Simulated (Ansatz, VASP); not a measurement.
Two plane-wave programs on CrCuO2

Contents of INCAR:

```
SYSTEM = CrCuO2
  PREC = Accurate
  ENCUT = 520
  EDIFF = 1E-7
  ISMEAR = -1
  SIGMA = 0.05
  LREAL = .FALSE.
  LASPH = .TRUE.
  NELM = 120
  ALGO = Normal
  ISIF = 2
  LWAVE = .FALSE.
  LCHARG = .FALSE.
  ISPIN = 2
  MAGMOM = 0.6 3 0 0
  LORBIT = 11
  LMAXMIX = 4
  GGA = PE
  NBANDS = 30
```

The input KPOINTS:

```
Automatic mesh
0
G
  10 10 10
  0 0 0
```

File POSCAR:

```
CrCuO2
1.0
    1.4563506678      0.8408244501      5.5836408197
   -1.4563506678      0.8408244501      5.5836408197
    0.0000000000     -1.6816489002      5.5836408197
Cu Cr O
1 1 2
Direct
    0.0000000000      0.0000000000      0.0000000000
    0.5000000000      0.5000000000      0.5000000000
    0.8920800000      0.8920800000      0.8920800000
    0.1079200000      0.1079200000      0.1079200000
```

Contents of input.yaml:

```yaml
crystal:
  lattice:
    - [1.4563506678, 0.8408244501, 5.5836408197]
    - [-1.4563506678, 0.8408244501, 5.5836408197]
    - [0.0, -1.6816489002, 5.5836408197]
  atoms:
    - { symbol: Cu, position: [0.0, 0.0, 0.0], spin: 0.6 }
    - { symbol: Cr, position: [0.5, 0.5, 0.5], spin: 3.0 }
    - { symbol: O, position: [0.89208, 0.89208, 0.89208] }
    - { symbol: O, position: [0.10792, 0.10792, 0.10792] }
hamiltonian:
  xc: pbe
  pseudopotentials: { kind: paw }
magnetization:
  spin_polarized: true
kpoints:
  mp_grid: { grid: [10, 10, 10] }
scf:
  occupations: { method: fermi_dirac, width: 0.05 }
output:
  forces: true
  stress: true
  eigenvalues: true
```

Change from the starting cell: volume scaled by 0.94.

Alike in both runs: task single point; functional PBE; k mesh 10 × 10 × 10; occupations fermi-dirac, width 0.05 eV; collinear spin, ferromagnetic start.

|  | VASP | Ansatz |
| --- | --- | --- |
| version | VASP 6.6.1 | Ansatz 0.2.0 |
| potentials or method | VASP PAW PBE potentials, release 64 (Cu, Cr_pv, O) | Ansatz PAW |
| plane-wave cutoff (eV) | 520 | 420 |
| valence electrons in the cell | 35 | 45 |

```csv
,VASP,Ansatz,Ansatz less VASP
gap on the k mesh at the Fermi level (eV),0.89,0.89,-0.006
least direct gap on the mesh (eV),1.23,1.22,-0.009
pressure (GPa),18.6,17.6,-0.96
largest component of the traceless stress (GPa),3.88,3.17,-0.715
rms of the force components (eV/Å),0.063,0.071,+0.0079
net moment per atom (μB),0.75,0.75,0.000
size of the moment on the site where the two differ most (μB),2.79,2.34,-0.455
```

Site moments also hang on the region over which each program counts them. Atom by atom the forces differ by 0.008 eV/Å (rms over components). The two sets of potentials don't hold the same shells in valence.

Caveats: only a ferromagnetic start was run, and an antiferromagnetic order may lie lower in energy; the pressure holds a Pulay correction of +0.7 GPa for the finite cutoff (Ansatz). A k mesh can miss the band edges.
